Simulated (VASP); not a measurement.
Write the native input for VASP 6.6.1 that does the following.

```yaml
Task: relaxation of cell and atoms
Functional: r2SCAN
Potentials_or_basis: VASP PAW PBE potentials, release 64 (Sn_d)
Cutoff: 600 eV
k_mesh: 16 × 16 × 16
Occupations: gaussian, width 0.1 eV
Spin: no spin polarisation
Further_INCAR_settings: ALGO = Normal; EDIFF = 1e-07; IBRION = 2; EDIFFG = -0.005; NSW = 90; ISIF = 3
```

The structure of Sn lies in POSCAR:

```
Sn
1.0
   -1.7265390000      1.7755470000      2.3383420000
    1.7265390000     -1.7755470000      2.3383420000
    1.7265390000      1.7755470000     -2.3383420000
Sn
1
Direct
    0.0000000000      0.0000000000      0.0000000000
```

This isn't the form of Sn at room conditions, which is tetragonal (white tin).

One way to write it, as run:

INCAR

```
PREC = Accurate
ENCUT = 600
EDIFF = 1E-7
ISMEAR = 0
SIGMA = 0.1
LREAL = False
LASPH = True
NELM = 100
ALGO = Normal
ISIF = 3
LWAVE = False
LCHARG = False
METAGGA = R2SCAN
LMIXTAU = True
IBRION = 2
NSW = 90
EDIFFG = -0.005
```

KPOINTS

```
Automatic mesh
0
Gamma
  16 16 16
```

Potentials or basis: VASP PAW PBE potentials, release 64 (Sn_d).

Command:

```bash
$ cat potpaw_PBE.64/Sn_d/POTCAR > POTCAR
$ mpirun -np 1 vasp_std > vasp.out
```

It gave:

```
Relaxed volume                         : 27.24 Å³/atom
Relaxed cell                           : a = 3.317 Å, b = 3.317 Å, c = 3.317 Å, α = 115.68°, β = 115.66°, γ = 97.68°
Space group after relaxing (to 0.05 Å) : I4/mmm (No. 139)
Energy gained by relaxing              : 14.0 meV/atom
Ionic steps                            : 22
Pressure after relaxing                : 0.0 GPa
Band gap on the k mesh                 : none (metal or under the smearing width)
```

Caveat: the PAW data sets were made with another functional, which shifts forces and pressure a little.

Run time: 110 min on 1 thread of Intel(R) Xeon(R) 6975P-C (Granite Rapids), with other jobs on the host, peak memory 0.45 GiB.
